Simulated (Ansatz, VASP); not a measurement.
# Al36N35O (O_N) in two plane-wave programs

One calculation is typed for both programs; each brings its own data sets. How far apart do they land? The cell is taken from a series of runs on this material, whose earlier steps may have relaxed, scaled, displaced or heated it; both programs get it as it stands.

Main program and level: Ansatz 0.2.0; plane waves, with VASP 6.6.1 beside it; single point at HSE06.

## 1. The structure

The cell holds 72 atoms: 36 Al, 35 N and 1 O. Cell: a = 9.320 Å, b = 9.320 Å, c = 9.956 Å, α = 90.0°, β = 90.0°, γ = 120.0°. It derives from AlN (AlN (P6_3mc)). Nearest the centre at fractional (0.556, 0.444, 0.440): O72 at 0.01 Å, Al30 at 1.95 Å, Al18 at 1.95 Å, Al14 at 1.95 Å, Al17 at 1.98 Å, N67 at 3.05 Å, N55 at 3.05 Å, N52 at 3.05 Å. The cell carries charge +1.

Coordinates:

```
Al N O
1.0
     9.31957    0.00000    0.00000
    -4.65978    8.07098    0.00000
     0.00000    0.00000    9.95648
Al N O
36 35 1
Direct
  0.22083 0.11059 0.24869
  0.10981 0.22164 0.50017
  0.22133 0.11093 0.74989
  0.11063 0.22205 0.99921
  0.22087 0.44365 0.24869
  0.11094 0.55562 0.49947
  0.22135 0.44382 0.74989
  0.11098 0.55576 0.99925
  0.22199 0.77769 0.24910
  0.11093 0.88872 0.49948
  0.22196 0.77766 0.74955
  0.11096 0.88867 0.99925
  0.55598 0.11059 0.24868
  0.44040 0.21468 0.50109
  0.55576 0.11095 0.74987
  0.44369 0.22122 0.99969
  0.55534 0.44433 0.24116
  0.44054 0.55915 0.50112
  0.55526 0.44432 0.75218
  0.44371 0.55591 0.99967
  0.55600 0.77877 0.24868
  0.44406 0.88871 0.49949
  0.55582 0.77825 0.74989
  0.44391 0.88868 0.99923
  0.88861 0.11102 0.24882
  0.77799 0.22167 0.50018
  0.88858 0.11101 0.74997
  0.77758 0.22209 0.99920
  0.88905 0.44366 0.24868
  0.78494 0.55925 0.50111
  0.88866 0.44384 0.74987
  0.77839 0.55595 0.99967
  0.88907 0.77879 0.24869
  0.77804 0.88987 0.50016
  0.88868 0.77826 0.74989
  0.77758 0.88900 0.99923
  0.22271 0.11264 0.43977
  0.11103 0.22198 0.18996
  0.22217 0.11132 0.94027
  0.11091 0.22193 0.69017
  0.22278 0.44392 0.43976
  0.11102 0.55531 0.19024
  0.22218 0.44480 0.94025
  0.11088 0.55509 0.68968
  0.22183 0.77787 0.43997
  0.11103 0.88867 0.19024
  0.22179 0.77785 0.94001
  0.11086 0.88871 0.68968
  0.55572 0.11268 0.43973
  0.44456 0.22244 0.19205
  0.55480 0.11133 0.94024
  0.44516 0.22376 0.68872
  0.44458 0.55507 0.19202
  0.55510 0.44450 0.94204
  0.44520 0.55438 0.68875
  0.55575 0.77692 0.43975
  0.44441 0.88866 0.19022
  0.55485 0.77744 0.94026
  0.44449 0.88870 0.68970
  0.88846 0.11120 0.43979
  0.77768 0.22201 0.18994
  0.88842 0.11120 0.94017
  0.77760 0.22194 0.69018
  0.88700 0.44394 0.43974
  0.77721 0.55510 0.19203
  0.88832 0.44483 0.94024
  0.77582 0.55439 0.68874
  0.88702 0.77695 0.43976
  0.77772 0.88865 0.18998
  0.88833 0.77746 0.94027
  0.77762 0.88861 0.69016
  0.55518 0.44450 0.43900
```

## 2. VASP: single point, HSE06

With cell and atoms fixed, the geometry can't cause a difference; cores, projectors, grids and the points listed under the comparison can.

Lines of VASP's logs that name or quote its potential files are left out, and so is its time.

The run reads the wave functions of an earlier VASP run, which isn't shown here.

INCAR

```
SYSTEM = Al36N35O
PREC = Accurate
ENCUT = 520
EDIFF = 1E-06
NELM = 100
ISMEAR = 0
SIGMA = 0.01
LREAL = Auto
ALGO = Normal
LHFCALC = .TRUE.
AEXX = 0.25
GGA = PE
HFSCREEN = 0.208
LASPH = .TRUE.
NELECT = 288
NBANDS = 194
PRECFOCK = Fast
LORBIT = 11
LWAVE = .FALSE.
LCHARG = .FALSE.
ISIF = 2
ISYM = 0
```

POSCAR

```
Al36N35O
1.0
    9.3195655359      0.0000000860      0.0000000000
   -4.6597828424      8.0709804634      0.0000000000
    0.0000000000      0.0000000000      9.9564777190
Al N O
36 35 1
Direct
    0.2208303969      0.1105858853      0.2486886312
    0.1098074193      0.2216405739      0.5001710927
    0.2213315527      0.1109254324      0.7498871396
    0.1106307773      0.2220517415      0.9992128778
    0.2208680506      0.4436460047      0.2486921363
    0.1109416504      0.5556159861      0.4994722247
    0.2213520125      0.4438191846      0.7498866448
    0.1109768053      0.5557633681      0.9992462282
    0.2219942017      0.7776897827      0.2491007310
    0.1109264866      0.8887235454      0.4994815850
    0.2219581232      0.7776550388      0.7495542318
    0.1109603801      0.8886734762      0.9992466388
    0.5559810793      0.1105852726      0.2486846288
    0.4403962469      0.2146846425      0.5010866812
    0.5557633001      0.1109514635      0.7498706767
    0.4436909946      0.2212243498      0.9996929906
    0.5553356979      0.4443292863      0.2411599051
    0.4405442673      0.5591451279      0.5011191616
    0.5552577092      0.4443225677      0.7521820687
    0.4437067973      0.5559069293      0.9996695804
    0.5559993316      0.7787712367      0.2486807743
    0.4440620802      0.8887145625      0.4994912834
    0.5558249047      0.7782505502      0.7498930076
    0.4439076741      0.8886769165      0.9992275500
    0.8886108008      0.1110227583      0.2488171315
    0.7779940577      0.2216672257      0.5001781563
    0.8885789802      0.1110089352      0.7499659632
    0.7775796402      0.2220945266      0.9991999485
    0.8890532492      0.4436638878      0.2486803147
    0.7849379073      0.5592469699      0.5011131602
    0.8886565117      0.4438427414      0.7498745196
    0.7783940995      0.5559450233      0.9996737155
    0.8890713310      0.7787902137      0.2486891379
    0.7780397356      0.8898715084      0.5001588435
    0.8886846495      0.7782646885      0.7498929516
    0.7775848932      0.8889969658      0.9992320860
    0.2227060282      0.1126374552      0.4397676527
    0.1110310950      0.2219818080      0.1899577272
    0.2221705696      0.1113202332      0.9402655660
    0.1109061218      0.2219307064      0.6901727645
    0.2227809245      0.4439162490      0.4397582501
    0.1110214570      0.5553078370      0.1902361451
    0.2221781601      0.4448020528      0.9402515110
    0.1108788838      0.5550890513      0.6896778054
    0.2218309749      0.7778692562      0.4399692502
    0.1110298292      0.8886653247      0.1902444526
    0.2217855819      0.7778528082      0.9400149175
    0.1108613062      0.8887069607      0.6896828835
    0.5557214580      0.1126812390      0.4397335623
    0.4445636657      0.2224403766      0.1920503271
    0.5548013565      0.1113259175      0.9402448419
    0.4451640199      0.2237609637      0.6887243009
    0.4445767260      0.5550685848      0.1920158848
    0.5550975470      0.4444996038      0.9420415552
    0.4452020370      0.5543828230      0.6887547292
    0.5557509474      0.7769179881      0.4397492175
    0.4444095567      0.8886639628      0.1902249371
    0.5548502773      0.7774399146      0.9402629808
    0.4444884106      0.8887043588      0.6897005638
    0.8884641488      0.1111956201      0.4397919968
    0.7776845509      0.2220072719      0.1899355300
    0.8884174180      0.1112002310      0.9401737438
    0.7776025103      0.2219448311      0.6901779295
    0.8870024343      0.4439422900      0.4397405846
    0.7772103154      0.5551026611      0.1920252016
    0.8883166998      0.4448250410      0.9402409594
    0.7758235066      0.5543927158      0.6887388457
    0.8870194636      0.7769475191      0.4397600952
    0.7777175882      0.8886501329      0.1899750567
    0.8883290433      0.7774594417      0.9402694022
    0.7776203093      0.8886144079      0.6901597358
    0.5551847683      0.4445044651      0.4390020850
```

KPOINTS

```
Automatic mesh
0
Gamma
1 1 1
0.25 0.25 0.25
```

Potentials, in the order of the species: Al, N and O (PBE family, release 64).

Command:

```sh
> export OMP_NUM_THREADS=4
> mpirun -np 1 vasp_std
```

Numbers of over 12 decimals in the logs are rounded to 6 here.

The log of the run:

```text
[banner, memory and clock lines left out]
running    1 mpi-ranks, on    1 nodes
[...]
Offloading initialized ...    1 GPUs detected
[...]
LDA part: xc-table for (Slater+PW92), standard interpolation
|                                                                             |
|           W    W    AA    RRRRR   N    N  II  N    N   GGGG   !!!           |
|           W    W   A  A   R    R  NN   N  II  NN   N  G    G  !!!           |
|           W    W  A    A  R    R  N N  N  II  N N  N  G       !!!           |
|           W WW W  AAAAAA  RRRRR   N  N N  II  N  N N  G  GGG   !            |
|           WW  WW  A    A  R   R   N   NN  II  N   NN  G    G                |
|           W    W  A    A  R    R  N    N  II  N    N   GGGG   !!!           |
|                                                                             |
|     Your generating k-point grid is not commensurate with the symmetry      |
|     of the lattice. This can cause slow convergence with respect to         |
|     k-points for HF-type calculations.                                      |
[...]
|      ) and/or shift your grid to Gamma (G) (e.g. required for               |
|        hexagonal, fcc, and fcc-orthorhombic lattices).                      |
|      ) and/or set KBLOWUP = .FALSE.                                         |
|                                                                             |

 found WAVECAR, reading the header
 POSCAR, INCAR and KPOINTS ok, starting setup
[...]
reading WAVECAR
 the WAVECAR file was read successfully
 initial charge from wavefunction
 entering main loop
       N       E                     dE             d eps       ncg     rms          rms(c)
DAV:   1    -0.636250667163E+03   -0.63625E+03   -0.17201E+01  2824   0.876E+00    0.491E+01
DAV:   2    -0.636381571588E+03   -0.13090E+00   -0.48934E-01  2736   0.181E+00    0.352E+01
DAV:   3    -0.636361611042E+03    0.19961E-01   -0.12404E-02  2640   0.283E-01    0.219E+01
DAV:   4    -0.636353868126E+03    0.77429E-02   -0.43597E-03  2680   0.138E-01    0.131E+01
[...]
DAV:   9    -0.636350224745E+03    0.24174E-04   -0.11126E-05  2680   0.884E-03    0.844E-01
DAV:  10    -0.636350218453E+03    0.62928E-05   -0.33548E-06  1976   0.525E-03    0.487E-01
DAV:  11    -0.636350217863E+03    0.58986E-06   -0.17504E-06  1696   0.380E-03
   1 F= -.63635022E+03 E0= -.63635022E+03  d E =-.772769E-57
```

From OUTCAR (step 2):

```text
 POSITION                                       TOTAL-FORCE (eV/Angst)
 -----------------------------------------------------------------------------------
      1.54274      0.89254      2.47606         0.026563     -0.020544     -0.005298
     -0.00944      1.78886      4.97994        -0.024446      0.006533      0.000486
      1.54583      0.89528      7.46623         0.024710     -0.016902     -0.007343
     -0.00368      1.79218      9.94864        -0.025627      0.014415     -0.002582
     -0.00890      3.58066      2.47610         0.019455     -0.013355     -0.008129
     -1.55512      4.48437      4.97298        -0.023640      0.016322     -0.001685
     -0.00520      3.58206      7.46623         0.020805     -0.012188     -0.007305
     -1.55548      4.48556      9.94897        -0.028866      0.012753     -0.006585
     -1.55498      6.27672      2.48017         0.030640     -0.015736     -0.006177
     -3.10747      7.17287      4.97308        -0.022200      0.013977      0.002236
     -1.55515      6.27644      7.46292         0.023539     -0.016192     -0.006269
     -3.10692      7.17247      9.94898        -0.025464      0.017851     -0.003020
      4.66620      0.89253      2.47602         0.030377     -0.018817     -0.006278
      3.10392      1.73272      4.98906        -0.020361     -0.005442      0.009700
[...]
-----------------------------------------------------------------------------------
    total drift:                                0.004057     -0.006856      0.072526

  FREE ENERGIE OF THE ION-ELECTRON SYSTEM (eV)
  ---------------------------------------------------
  free  energy   TOTEN  =      -636.3502178628 eV

  energy  without entropy=     -636.3502178628  energy(sigma->0) =     -636.35021786
```

The run ends at a pressure of -3.19 GPa, with forces up to 0.048 eV/Å.

(Part 1 of 2 ends here.)

[Lines on the potential files, build, host, timing and source positions are cut from VASP's logs without a mark.]

[Logs are printed without paths, hosts, clocks, repeated set-up lines and the standing remarks that a program may print on its own settings, such as how far it seeks lower states.]

[Hosts, paths, dates, database ids (printed as entryN), source tags and the programs' standing remarks are cut or masked in the printed files.]
